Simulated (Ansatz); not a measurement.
# IrCl2 (1T sheet): how robust is the cRPA U?, part 2 of 2

Wanted: the sensitivity and cost of U and J for IrCl2 (1T sheet).

Ansatz 0.2.0; constrained RPA on LDA, plane waves, PAW.

So far. Step 4 (Changed: 3×3×1 mesh): On the Ir eg shell, screening brings the on-site interaction from 9.6 eV down to U = 2.71 eV.

## Step 6: Changed: sums over states on smooth products

input.yaml

```yaml
crystal:
  lattice:
    - [0.0, 2.56290974, 2.56290974]
    - [2.56290974, -2.56290974, 0.0]
    - [17.38503569, 17.38503569, -17.38503569]
  atoms:
    - { symbol: Ir, position: [0.0, 0.0, 0.3180797022] }
    - { symbol: Cl, position: [0.3333333333, 0.6666666667, 0.3568717221] }
    - { symbol: Cl, position: [0.6666666667, 0.3333333333, 0.2792876823] }
  periodic: [true, true, false]
kpoints:
  mp_grid: { grid: [6, 6, 1] }
hamiltonian:
  xc: lda
scf:
  occupations: { method: gaussian, width: 0.08 }
  n_extra_bands: 19
  max_iter: 150
  lower_state_search: "off"
output:
  crpa:
    kmesh: [6, 6, 1]
    target_bands: [v1, c1]
    projections: [{ species: Ir, l: d, shell: 5, orbitals: [dz2, dx2-y2] }]
    accuracy: sum_over_states
    pair_densities: pseudo
    n_empty_bands: 32
    ecut_chi: 136
```

On the command line:

```
ansatz run input.yaml --threads 8 --pin off --max-ram 14745MiB --backend cpu --events-out ev --progress --plain --runs-dir out
```

Numbers of over 12 decimals in the logs are rounded to 6 here.

The program printed:

```text
[...]
Crystal: 3 atoms, lattice volume = 342.581 Å³
Basis set: ecut = 420 eV, 6593 PW (Γ)
Bands: 35, of which v1, the nominal top of the filled ones, is band 16 counted from 1 (15 counted from 0)
Symmetry: 12 space group operations
[...]
k-points: 7 of 36
[...]
k-point 6: bands = [... 12 lower, -7.0645, -6.2316, -6.2316, -4.1914, -4.1914, 0.1074, 2.1745, 2.4494, ... 15 higher]
  the weakly bound empty levels are not read free of the cell's end (no_gap_told)
[...]
χ-basis size per q: N_G = 1212..1264
[...]
Site 0, 5D, 2 of 5 d orbitals (Wannier functions 1, 2; wannier90's mr 1, 4):
      screened: U = 2.8434 eV, U' = 2.2194 eV, J = 0.3120 eV
      bare: V = 9.3002 eV, V' = 8.4318 eV, J = 0.4342 eV
[...]
[key lines of the parts left out:]
SCF converged after 10 iterations
Free energy (F): -13751.001361 eV
Fermi energy:    -4.291030 eV
```

Run time: 5.7 s. Hardware: 8 threads of Arm Neoverse V2, shared host; peak memory 0.82 GiB.

This variant gives U = 2.84 eV against 2.66 eV. It is a finite sum over empty states with no bound on its error and stays out of the table below.

## Step 7: Changed: strain -1.5%

The cell differs from the one that the last finished run ended in (a 3.625 → 3.570 Å, b 3.625 → 3.570 Å).

input.yaml, the sections that differ from step 6:

```yaml
crystal:
  lattice:
    - [0.0, 2.5244660939, 2.5244660939]
    - [2.5244660939, -2.5244660939, 0.0]
    - [17.38503569, 17.38503569, -17.38503569]
  atoms:
    - { symbol: Ir, position: [0.0, 0.0, 0.3180797022] }
    - { symbol: Cl, position: [0.3333333333, 0.6666666667, 0.3568717221] }
    - { symbol: Cl, position: [0.6666666667, 0.3333333333, 0.2792876823] }
  periodic: [true, true, false]
output:
  crpa:
    kmesh: [6, 6, 1]
    target_bands: [v1, c1]
    projections: [{ species: Ir, l: d, shell: 5, orbitals: [dz2, dx2-y2] }]
  local_orbitals:
    kmesh: [12, 12, 1]
    orbitals: [{ species: Ir, l: d, shell: 5, orbitals: [dz2, dx2-y2] }]
    window: { bands: [v1, c1] }
    seedname: lo
# kpoints, hamiltonian, scf: as in step 6
```

The program printed:

```text
[...]
Crystal: 3 atoms, lattice volume = 332.381 Å³
Basis set: ecut = 420 eV, 6431 PW (Γ)
Bands: 35, of which v1, the nominal top of the filled ones, is band 16 counted from 1 (15 counted from 0)
Symmetry: 12 space group operations
[...]
k-points: 7 of 36
[...]
the weakly bound empty levels are not read free of the cell's end (no_gap_told)
[...]
χ-basis size per q: N_G = 1182..1236
[...]
Site 0, 5D, 2 of 5 d orbitals (Wannier functions 1, 2; wannier90's mr 1, 4):
      screened: U = 2.6736 eV, U' = 2.1786 eV, J = 0.2475 eV
      screened, to within: U = 8.9e-3 eV, U' = 8.9e-3 eV, J = 5.5e-4 eV
      bare: V = 9.2054 eV, V' = 8.3436 eV, J = 0.4309 eV
[...]
[key lines of the parts left out:]
SCF converged after 10 iterations
Free energy (F): -13750.979618 eV
Fermi energy:    -4.176993 eV
```

Elapsed: 36 s, on 8 threads; peak memory 2.6 GiB; 4.2 min of CPU time.

Numbers from this step:

```yaml
u: 2.674 eV
u_prime_inter_orbital: 2.179 eV
j: 0.2475 eV
bare_v: 9.205 eV
bare_j: 0.4309 eV
stated_bound_on_u: 0.008879 eV
u_over_bare_v: 0.2904
electrons_in_the_window: 1.0000
head_of_the_constrained_inverse_dielectric_matrix: 0.6375
least_eigenvalue_of_the_projection_s_overlap: 0.4533
target_functions: 2
bands_in_the_sums: 34
r_m_s_miss_of_the_model_bands: 4.09e-4 eV
width_of_the_target_bands: 1.002 eV
weight_of_the_projected_orbitals_in_the_window: 0.5717
```

On the Ir eg shell, screening brings the on-site interaction from 9.2 eV down to U = 2.67 eV.

## Step 8: Changed: strain -3%

The cell differs from the one that the last finished run ended in (a 3.570 → 3.516 Å, b 3.570 → 3.516 Å).

Edit input.yaml of step 7 so:

```diff
@@ -2,4 +2,4 @@
   lattice:
-    - [0.0, 2.5244660939, 2.5244660939]
-    - [2.5244660939, -2.5244660939, 0.0]
+    - [0.0, 2.4860224478, 2.4860224478]
+    - [2.4860224478, -2.4860224478, 0.0]
     - [17.38503569, 17.38503569, -17.38503569]
```

The program printed:

```text
[...]
Crystal: 3 atoms, lattice volume = 322.335 Å³
Basis set: ecut = 420 eV, 6239 PW (Γ)
Bands: 35, of which v1, the nominal top of the filled ones, is band 16 counted from 1 (15 counted from 0)
Symmetry: 12 space group operations
[...]
k-points: 7 of 36
[...]
the weakly bound empty levels are not read free of the cell's end (no_gap_told)
[...]
χ-basis size per q: N_G = 1150..1180
[...]
Site 0, 5D, 2 of 5 d orbitals (Wannier functions 1, 2; wannier90's mr 1, 4):
      screened: U = 2.6959 eV, U' = 2.2077 eV, J = 0.2441 eV
      screened, to within: U = 9.0e-3 eV, U' = 9.0e-3 eV, J = 5.5e-4 eV
      bare: V = 9.1052 eV, V' = 8.2505 eV, J = 0.4274 eV
[...]
[key lines of the parts left out:]
SCF converged after 10 iterations
Free energy (F): -13750.907803 eV
Fermi energy:    -4.056245 eV
```

Run time: 35 s. Hardware: 8 threads; peak memory 2.6 GiB; 4.1 min of CPU time.

Numbers from this step:

```
U                                                 : 2.696 eV
U prime (inter-orbital)                           : 2.208 eV
J                                                 : 0.2441 eV
bare V                                            : 9.105 eV
bare J                                            : 0.4274 eV
stated bound on U                                 : 0.008981 eV
U over bare V                                     : 0.2961
electrons in the window                           : 1.0000
head of the constrained inverse dielectric matrix : 0.6438
least eigenvalue of the projection's overlap      : 0.4433
target functions                                  : 2
bands in the sums                                 : 34
r.m.s. miss of the model bands                    : 5.15e-4 eV
width of the target bands                         : 1.040 eV
weight of the projected orbitals in the window    : 0.5597
```

On the Ir eg shell, screening brings the on-site interaction from 9.1 eV down to U = 2.70 eV.

## Step 9: Side by side

Times are wall times on 8 threads of Arm Neoverse V2, shared host, good to a factor of about two.

```csv
run,bare V (eV),U (eV),J (eV),bound on U (eV),width (eV),time
target window,9.30,2.656,0.250,0.0087,0.97,48 s
9×9×1 mesh,9.27,2.664,0.250,0.0087,0.97,1.9 min
3×3×1 mesh,9.58,2.710,0.257,0.0086,0.97,14 s
strain -1.5%,9.21,2.674,0.247,0.0089,1.00,36 s
strain -3%,9.11,2.696,0.244,0.0090,1.04,35 s
```

## Step 10: Summary of results

```yaml
target_window: U 2.66 eV, J 0.25 eV
9x9x1_mesh: U 2.66 eV, J 0.25 eV
3x3x1_mesh: U 2.71 eV, J 0.26 eV
strain_minus_1p5: U 2.67 eV, J 0.25 eV
strain_minus_3: U 2.70 eV, J 0.24 eV
```

**Reading.** 9×9×1 mesh moves U by +0.01 eV (within the solver's bounds, for the mean over orbitals) at 2.3 times the time. 3×3×1 mesh moves U by +0.05 eV at 0.30 times the time. Strain -1.5% moves U by +0.02 eV. Strain -3% moves U by +0.04 eV. The printed bound covers the solver alone, not the mesh. The parent state is non-magnetic and the interaction static (zero frequency); U depends on the window and the orbitals, so it belongs to this model alone. Spin-orbit coupling, which is strong for atoms this heavy, is left out.

[Paths, hosts, dates, memory and timing lines, banners, echoed tables and standing remarks are left out of the program output.]

[Logs are printed without paths, hosts, clocks, repeated set-up lines and the standing remarks that a program may print on its own settings, such as how far it seeks lower states.]

[Runs of the session that timed out or met a known fault of the program may be left out.]

[Hosts, paths, dates, database ids (printed as entryN), source tags and the programs' standing remarks are cut or masked in the printed files.]
